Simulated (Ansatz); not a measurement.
Input and command of a calculation in Ansatz (plane waves; scalar-relativistic PAW potentials unless the input names others):

```yaml
crystal:
  lattice:
    - [5.023013924, 0.0, 0.0]
    - [0.0, 5.023013924, 0.0]
    - [0.0, 0.0, 7.4276207998]
  atoms:
    - { symbol: Si, position: [0.0, 0.0, 0.0] }
    - { symbol: Si, position: [0.0, 0.5, 0.25] }
    - { symbol: Si, position: [0.5, 0.5, 0.5] }
    - { symbol: Si, position: [0.5, 0.0, 0.75] }
    - { symbol: O, position: [0.0808590994, 0.25, 0.125] }
    - { symbol: O, position: [0.25, 0.5808590994, 0.375] }
    - { symbol: O, position: [0.75, 0.4191409006, 0.375] }
    - { symbol: O, position: [0.9191409006, 0.75, 0.125] }
    - { symbol: O, position: [0.5808590994, 0.75, 0.625] }
    - { symbol: O, position: [0.75, 0.0808590994, 0.875] }
    - { symbol: O, position: [0.25, 0.9191409006, 0.875] }
    - { symbol: O, position: [0.4191409006, 0.25, 0.625] }
basis:
  ecutwfc: 500
kpoints:
  mp_grid: { grid: [6, 6, 4] }
hamiltonian:
  xc: r2scan
  hubbard: { sites: [{ species: Si, l: p, u_eff: 40.0 }] }
scf:
  occupations: { method: gaussian, width: 0.02 }
  max_iter: 60
output:
  forces: true
  eigenvalues: true
  stress: true
```

```bash
ansatz run input.yaml --threads 1 --pin off --max-ram 2560MiB --backend cpu --events-out ev --progress --plain --runs-dir out
```

Abridged log:
```
Basis set: ecut = 500 eV, 4759 PW (Γ), exchange–correlation on 160×160×240 points (64 copies of the dense FFT grid, shifted against one another)
Bands: 44, of which v1, the nominal top of the filled ones, is band 32 counted from 1 (31 counted from 0)
Symmetry: 16 space group operations
k-points: 30 of 144 (time reversal used)
SCF iter   1: F=—  HF=-7045.552379 eV  |F-HF|=—  |Δ(HF+E_count)|=         —  Δρ=1.58e-1  dr2=4.24e1  dr2_τ=5.07e0  ethr=3.10e-3  ⟨swp⟩=8.8  Hψ=7108  notcnv=0  defer=40
SCF iter   2: F=—  HF=-7045.583393 eV  |F-HF|=—  |Δ(HF+E_count)|=   3.10e-2  Δρ=4.66e-2  dr2=3.23e0  dr2_τ=7.23e-1  ethr=3.10e-3  ⟨swp⟩=5.0  Hψ=3846  notcnv=0  defer=162
SCF iter   3: F=—  HF=-7051.788418 eV  |F-HF|=—  |Δ(HF+E_count)|=    6.21e0  Δρ=1.69e-2  dr2=5.28e-1  dr2_τ=6.64e-2  ethr=3.10e-3  ⟨swp⟩=5.3  Hψ=3181  notcnv=0  defer=161
SCF iter   4: F=—  HF=-7052.910903 eV  |F-HF|=—  |Δ(HF+E_count)|=    1.12e0  Δρ=2.23e-3  dr2=4.47e-3  dr2_τ=4.18e-4  ethr=8.24e-4  ⟨swp⟩=5.1  Hψ=3445  notcnv=0  defer=161
SCF iter   5: F=—  HF=-7052.915236 eV  |F-HF|=—  |Δ(HF+E_count)|=   4.33e-3  Δρ=3.02e-4  dr2=1.86e-4  dr2_τ=9.62e-6  ethr=6.98e-6  ⟨swp⟩=4.2  Hψ=3058  notcnv=0  defer=159
SCF iter   6: F=—  HF=-7052.915690 eV  |F-HF|=—  |Δ(HF+E_count)|=   4.54e-4  Δρ=3.39e-5  dr2=1.96e-6  dr2_τ=2.32e-7  ethr=2.91e-7  ⟨swp⟩=3.6  Hψ=3073  notcnv=0  defer=159
SCF iter   7: F=—  HF=-7052.915597 eV  |F-HF|=—  |Δ(HF+E_count)|=   9.29e-5  Δρ=6.19e-6  dr2=4.74e-8  dr2_τ=7.39e-9  ethr=1.56e-10  ⟨swp⟩=27.8  Hψ=13804  notcnv=0
SCF iter   8: F=-7052.915598 eV  HF=-7052.915598 eV  |F-HF|=1.20e-9  |Δ(HF+E_count)|=   1.85e-7  Δρ=6.23e-7  dr2=5.12e-10  dr2_τ=6.20e-11  ethr=7.40e-11  ⟨swp⟩=4.9  Hψ=5929  notcnv=0
SCF 1 converged in 8 iterations: F = -7052.915598 eV  dr2 = 5.12e-10
SCF converged after 8 iterations
Free energy (F): -7052.915598 eV
Harris-Foulkes:  -7052.915598 eV  (|F-HF|=1.20e-9)
Internal energy: -7052.915598 eV  (E = F + TS)
E sigma→0 (E₀):  -7052.915598 eV
Fermi energy:    4.375238 eV
--- Forces (eV/Å), atoms counted from 1 ---
  atom   1  Si     0.00000000     0.00000000     0.00000000
  atom   2  Si     0.00000000     0.00000000     0.00000000
  atom   3  Si     0.00000000     0.00000000     0.00000000
  atom   4  Si     0.00000000     0.00000000     0.00000000
  atom   5  O      0.64671433     0.00000000     0.00000000
  atom   6  O      0.00000000     0.64671433     0.00000000
  atom   7  O      0.00000000    -0.64671433     0.00000000
  atom   8  O     -0.64671433     0.00000000     0.00000000
  atom   9  O      0.64671433     0.00000000     0.00000000
  atom  10  O      0.00000000     0.64671433     0.00000000
  atom  11  O      0.00000000    -0.64671433     0.00000000
  atom  12  O     -0.64671433     0.00000000     0.00000000
--- Stress (GPa, compression-positive) ---
       11.213217       0.000000       0.000000
        0.000000      11.213217       0.000000
        0.000000       0.000000       9.810918
  P = ⅓ Tr σ = 10.7458 GPa (107.458 kbar)
Occupation matrices written to <dir>
```

**Question.** What should be changed?

**Answer.** The fault is an enormous or negative U (hamiltonian.hubbard: not typed → {"sites": [{"species": "Si", "l": "p", "u_eff": 40.0}]}, the first being the value of the sound run). Setting it back cures it. The run converged all the same, with an energy at zero smearing 5.6 eV/atom above the reference's (the Hamiltonian itself differs), pressure 10.75 GPa, largest force 0.647 eV/Å, gap on the mesh 5.03 eV, so convergence alone doesn't show that an input is right. A reference run on usual settings, whose relaxation ended at this geometry, converged, and the end of its own relaxation has pressure -1.28 GPa, largest force 0.004 eV/Å, gap on the mesh 6.36 eV (its cell was held, or driven to that pressure on purpose).

It took 76 s on 1 thread of Arm Neoverse V2 (shared host), peak memory 1 GiB.